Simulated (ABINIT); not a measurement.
PtSe2 (Sudovikovite):

```
CELL_PARAMETERS angstrom
3.72400 0.00000 0.00000
-1.86200 3.22508 0.00000
0.00000 0.00000 5.06200
ATOMIC_POSITIONS crystal
Pt 0.00000 0.00000 0.00000
Se 0.66667 0.33333 0.75000
Se 0.33333 0.66667 0.25000
```

Base run:

```yaml
Program: ABINIT 10.8.3 (patched build)
Functional: LDA
Potentials_or_basis: PseudoDojo NC SR LDA v0.4.1 standard
Cutoff: 1061 eV
k_mesh: 6 × 6 × 4
Occupations: fermi-dirac, width 0.05 eV
Spin: no spin polarisation
```

Its results: band gap on the k mesh none (metal or under the smearing width); pressure -1.2 GPa; largest force 0.185 eV/Å.

The run is repeated on the same cell with these changes: cutoff from 1061 eV to 1170 eV. What comes out?

Band gap on the k mesh none (metal or under the smearing width); pressure -0.6 GPa; largest force 0.184 eV/Å.

Not every run made on this cell is shown here.
